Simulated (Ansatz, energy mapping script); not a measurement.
# Spin model of MnH2O2 monolayer from collinear orders, part 2 of 2

Wanted: the magnetic order of MnH2O2 monolayer, its couplings and an estimate of its ordering temperature, by PBE+U (4 eV).

PBE with U = 4 eV on Mn d, ortho-atomic projectors; plane waves, U on orthogonalised atomic orbitals unless named otherwise, collinear spin, no spin–orbit coupling.

So far. Step 9 (Order 5: parallel, cell C of 15 atoms): The run ends ferromagnetic. For each magnetic atom its energy differs from the parallel run of the first cell by -0.03 meV, an error that one common reference would have brought in. Step 10 (Run 6 (uncompensated ++−; cell C, 15 atoms)): The run ends ferrimagnetic, 10.39 meV a magnetic atom below the parallel order of its cell.

## (11) Order 7: parallel, cell D of 20 atoms

The parallel order again, as the reference for this cell.

input.yaml reads:

```yaml
crystal:
  lattice:
    - [3.250000253, 0.0, 0.0]
    - [-6.500000504, 11.258331124, 0.0]
    - [0.0, 0.0, 18.99616]
  atoms:
    - { symbol: Mn, position: [0.0, 0.0, 0.5], spin: 4.5 }
    - { symbol: Mn, position: [0.0, 0.25, 0.5], spin: 4.5 }
    - { symbol: Mn, position: [0.0, 0.5, 0.5], spin: 4.5 }
    - { symbol: Mn, position: [0.0, 0.75, 0.5], spin: 4.5 }
    - { symbol: O, position: [0.666666667, 0.083333333, 0.553299] }
    - { symbol: O, position: [0.666666667, 0.333333333, 0.553299] }
    - { symbol: O, position: [0.666666667, 0.583333333, 0.553299] }
    - { symbol: O, position: [0.666666667, 0.833333333, 0.553299] }
    - { symbol: O, position: [0.333333333, 0.166666667, 0.446701] }
    - { symbol: O, position: [0.333333333, 0.416666667, 0.446701] }
    - { symbol: O, position: [0.333333333, 0.666666667, 0.446701] }
    - { symbol: O, position: [0.333333333, 0.916666667, 0.446701] }
    - { symbol: H, position: [0.333333333, 0.166666667, 0.394817] }
    - { symbol: H, position: [0.333333333, 0.416666667, 0.394817] }
    - { symbol: H, position: [0.333333333, 0.666666667, 0.394817] }
    - { symbol: H, position: [0.333333333, 0.916666667, 0.394817] }
    - { symbol: H, position: [0.666666667, 0.083333333, 0.605183] }
    - { symbol: H, position: [0.666666667, 0.333333333, 0.605183] }
    - { symbol: H, position: [0.666666667, 0.583333333, 0.605183] }
    - { symbol: H, position: [0.666666667, 0.833333333, 0.605183] }
magnetization:
  spin_polarized: true
kpoints:
  mp_grid: { grid: [10, 5, 1] }
hamiltonian:
  xc: pbe
  hubbard:
    sites:
      - { species: Mn, l: d, u_eff: 4.0 }
      - { site: 0, l: d, u_eff: 4.0, starting_ns: [{ spin: up, occupation_matrix: mn1_major }, { spin: down, occupation_matrix: mn1_minor }] }
      - { site: 1, l: d, u_eff: 4.0, starting_ns: [{ spin: up, occupation_matrix: mn1_major }, { spin: down, occupation_matrix: mn1_minor }] }
      - { site: 2, l: d, u_eff: 4.0, starting_ns: [{ spin: up, occupation_matrix: mn1_major }, { spin: down, occupation_matrix: mn1_minor }] }
      - { site: 3, l: d, u_eff: 4.0, starting_ns: [{ spin: up, occupation_matrix: mn1_major }, { spin: down, occupation_matrix: mn1_minor }] }
    projectors: ortho-atomic
    occupation_matrices:
      mn1_major:
        matrix:
          - [0.996, 0.0, 0.0, 0.0, 0.0]
          - [0.0, 0.996, 0.0, 0.0, 0.004]
          - [0.0, 0.0, 0.996, 0.004, 0.0]
          - [0.0, 0.0, 0.004, 0.993, 0.0]
          - [0.0, 0.004, 0.0, 0.0, 0.993]
      mn1_minor:
        matrix:
          - [0.014, 0.0, 0.0, 0.0, 0.0]
          - [0.0, 0.074, 0.0, 0.0, -0.038]
          - [0.0, 0.0, 0.074, -0.038, 0.0]
          - [0.0, 0.0, -0.038, 0.058, 0.0]
          - [0.0, -0.038, 0.0, 0.0, 0.058]
scf:
  occupations: { method: fermi_dirac, width: 0.05 }
output:
  eigenvalues: true
```

Run with:

```sh
ansatz run input.yaml --threads 4 --pin off --max-ram 8192MiB --backend cpu --events-out ev --progress --plain --runs-dir out
```

Elapsed: 67 s, on 4 threads of Arm Neoverse V1, shared host; peak memory 2.8 GiB; 4.1 min of CPU time.

The run ends ferromagnetic. For each magnetic atom its energy differs from the parallel run of the first cell by -0.03 meV, an error that one common reference would have brought in.

## (12) Order 8: compensated ++−−, cell D of 20 atoms

This order reverses 2 of the 6 neighbours at 3.25 Å, 4 of the 6 neighbours at 5.63 Å and 4 of the 6 neighbours at 6.50 Å, counted for an average magnetic atom.

Edit input.yaml of step 11 so:

```diff
@@ -8,4 +8,4 @@
     - { symbol: Mn, position: [0.0, 0.25, 0.5], spin: 4.5 }
-    - { symbol: Mn, position: [0.0, 0.5, 0.5], spin: 4.5 }
-    - { symbol: Mn, position: [0.0, 0.75, 0.5], spin: 4.5 }
+    - { symbol: Mn, position: [0.0, 0.5, 0.5], spin: -4.5 }
+    - { symbol: Mn, position: [0.0, 0.75, 0.5], spin: -4.5 }
     - { symbol: O, position: [0.666666667, 0.083333333, 0.553299] }
@@ -37,4 +37,4 @@
       - { site: 1, l: d, u_eff: 4.0, starting_ns: [{ spin: up, occupation_matrix: mn1_major }, { spin: down, occupation_matrix: mn1_minor }] }
-      - { site: 2, l: d, u_eff: 4.0, starting_ns: [{ spin: up, occupation_matrix: mn1_major }, { spin: down, occupation_matrix: mn1_minor }] }
-      - { site: 3, l: d, u_eff: 4.0, starting_ns: [{ spin: up, occupation_matrix: mn1_major }, { spin: down, occupation_matrix: mn1_minor }] }
+      - { site: 2, l: d, u_eff: 4.0, starting_ns: [{ spin: up, occupation_matrix: mn1_minor }, { spin: down, occupation_matrix: mn1_major }] }
+      - { site: 3, l: d, u_eff: 4.0, starting_ns: [{ spin: up, occupation_matrix: mn1_minor }, { spin: down, occupation_matrix: mn1_major }] }
     projectors: ortho-atomic
```

Wall time 35 s (4 threads); peak memory 2.8 GiB.

The run ends antiferromagnetic, 6.24 meV a magnetic atom below the parallel order of its cell.

## (13) Order 9: uncompensated +++−, cell D of 20 atoms

This order reverses 2 of the 6 neighbours at 3.25 Å, 3 of the 6 neighbours at 5.63 Å and 2 of the 6 neighbours at 6.50 Å, counted for an average magnetic atom.

Edit input.yaml of step 12 so:

```diff
@@ -8,3 +8,3 @@
     - { symbol: Mn, position: [0.0, 0.25, 0.5], spin: 4.5 }
-    - { symbol: Mn, position: [0.0, 0.5, 0.5], spin: -4.5 }
+    - { symbol: Mn, position: [0.0, 0.5, 0.5], spin: 4.5 }
     - { symbol: Mn, position: [0.0, 0.75, 0.5], spin: -4.5 }
@@ -37,3 +37,3 @@
       - { site: 1, l: d, u_eff: 4.0, starting_ns: [{ spin: up, occupation_matrix: mn1_major }, { spin: down, occupation_matrix: mn1_minor }] }
-      - { site: 2, l: d, u_eff: 4.0, starting_ns: [{ spin: up, occupation_matrix: mn1_minor }, { spin: down, occupation_matrix: mn1_major }] }
+      - { site: 2, l: d, u_eff: 4.0, starting_ns: [{ spin: up, occupation_matrix: mn1_major }, { spin: down, occupation_matrix: mn1_minor }] }
       - { site: 3, l: d, u_eff: 4.0, starting_ns: [{ spin: up, occupation_matrix: mn1_minor }, { spin: down, occupation_matrix: mn1_major }] }
```

Run time: 71 s. Hardware: 4 threads; peak memory 2.9 GiB.

The run ends ferrimagnetic, 5.34 meV a magnetic atom below the parallel order of its cell.

## (14) Mapping onto a Heisenberg model

Each energy difference is a sum of couplings weighted by the pairs that the order reverses. A few near shells are fitted to the differences by least squares. Energies are those extrapolated to zero occupation width, not the free energies F.

Energies from the parallel order of the same cell:

```
                       order  atoms  energy (meV a magnetic atom)  moments (μB)  moments kept as typed  opposed neighbours at 3.25, 5.63, 6.50 Å
          parallel in cell A     10                          0.00          4.20                    yes                                   0, 0, 0
    compensated +− in cell A     10                         -8.87          4.19                    yes                                   4, 4, 0
          parallel in cell B     15                          0.00          4.20                    yes                                   0, 0, 0
 uncompensated ++− in cell B     15                         -7.10          4.19                    yes                             2.67, 4, 2.67
          parallel in cell C     15                          0.00          4.20                    yes                                   0, 0, 0
 uncompensated ++− in cell C     15                        -10.39  4.18 to 4.19                    yes                                   4, 0, 4
          parallel in cell D     20                          0.00          4.20                    yes                                   0, 0, 0
  compensated ++−− in cell D     20                         -6.24          4.19                    yes                                   2, 4, 4
uncompensated +++− in cell D     20                         -5.34  4.19 to 4.20                    yes                                   2, 3, 2
```

Couplings from the energies, with E = −Σ J e·e over ordered pairs:

```
 pair  distance (Å)  neighbours  J (meV)
Mn–Mn          3.25           6    -1.09
Mn–Mn          5.63           6  -0.0232
Mn–Mn          6.50           6   -0.213
```

Adding the shell at 8.60 Å gives -1.1, -0.022, -0.21 and -0.0032 meV and a mean-field temperature of 29.1 K.

Limits of this fit: couplings between layers, chains or clusters are absent from the fit or under 2 % of the largest, so temperatures below mark short-range order.

In mean field these couplings order at 29.1 K, and give a Curie–Weiss temperature of -61.3 K.

## (15) Finite temperature

Mean field ignores fluctuations and overstates the ordering temperature, so the model is also sampled. The heat capacity peaks where order sets in.

Classical unit spins with these couplings on 22×14×1 copies of a cell that holds the lowest order (924 spins), heat-bath sweeps, cooled from random directions, 978 sweeps to settle and 2935 measured at each temperature, averaged over 4 runs.

```
T (K)  heat capacity (k_B a spin)
 3.49                        1.08
 5.96                        1.10
 9.68                        1.38
 12.2                        2.21
 14.6                        1.36
 18.3                        0.87
 20.8                        0.64
 23.3                        0.52
 25.8                        0.45
 29.5                        0.36
 32.0                        0.31
```

The smoothed heat capacity has a broad peak at 12.2 K. An isotropic layer has no long-range order above 0 K, so no order parameter is shown.

## (16) Results

* lowest order tried: uncompensated ++− in cell C
* largest fitted value, Mn–Mn at 3.25 Å: -1.09 meV
* ordering temperature, mean field: 29.1 K
* heat-capacity peak, Monte Carlo: 12.2 K

**Reading.** Of the orders tried, MnH2O2 monolayer prefers the order “uncompensated ++− in cell C” under PBE+U (4 eV), with 4 of 6 neighbours at 3.25 Å, 0 of 6 neighbours at 5.63 Å and 4 of 6 neighbours at 6.50 Å opposed. The model's best pattern is not among the orders that were run. The largest fitted coupling is the Mn–Mn pair at 3.25 Å, antiferromagnetic at -1.1 meV, across a ligand at about 99°. With 5 differences for 3 couplings the fit misses by 0.012 meV at most, a small part of the spread. In the fitted orders moments change by up to 0.31 % against the parallel run of the same cell, so their size stays put. The fitted couplings above 2 % of the largest link the moments within layers only, where isotropic couplings give no order above 0 K. The peak at 12.2 K marks where short-range order sets in on this finite lattice; real ordering needs anisotropy. The Curie–Weiss temperature is 5.0 times the peak temperature in size, a mark of frustration.

[Logs and program files are shortened in this print: banners, set-up blocks, solver, clock and traceback lines can be left out without a mark of their own.]

[Logs are printed without paths, hosts, clocks, repeated set-up lines and the standing remarks that a program may print on its own settings, such as how far it seeks lower states.]

[Hosts, paths, dates, database ids (printed as entryN), source tags and the programs' standing remarks are cut or masked in the printed files.]

[Where a cell is said to come from a database of computed structures, the database is the Materials Project.]
